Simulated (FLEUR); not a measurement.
**Li: single point with PBE**

The system is Li.

```xyz
1
Lattice="0.0000 2.2020 2.2020 2.2020 0.0000 2.2020 2.2020 2.2020 0.0000" Properties=species:S:1:pos:R:3 pbc="T T T"
Li    0.0000    0.0000    0.0000
```

This isn't the form of Li at room conditions, which is bcc.

```json
{"Program": "FLEUR MaX-R8.1 (later development tree)", "Task": "single point", "Functional": "PBE", "Potentials or basis": "all-electron", "Basis": "FLAPW", "Kmax": "3.8 1/bohr", "k mesh": "10 × 10 × 10", "Occupations": "fermi-dirac, width 0.05 eV", "Spin": "no spin polarisation", "Gmax": "11.8 1/bohr", "Muffin-tin radii": "Li 2.66 bohr", "lmax": "Li 11", "Local orbitals a species": "Li 3", "Max iterations": "60", "Mixing factor": "0.05", "Mixer": "Anderson", "Mixer history": "15", "Density convergence": "1e-05 me/bohr^3"}
```

```json
{
 "Band gap on the k mesh": "none (metal or under the smearing width)",
 "Valence electrons inside the program's atomic spheres": "Li 2.51 (radii Li 2.66 bohr)"
}
```

Levels at points of the mesh, in eV from the Fermi level:
```csv
k point,band 1,band 2,band 3,band 4,band 5
"(0.00, 0.00, 0.00)",-46.54,-3.44,13.89,13.89,13.89
"(0.00, 0.00, 0.50)",-46.52,0.07,2.81,12.24,12.24
"(0.00, 0.50, 0.50)",-46.52,1.56,4.58,8.21,8.21
```

It took 7.2 s on 1 thread of Arm Neoverse V2, with other jobs on the host, peak memory 0.07 GiB.
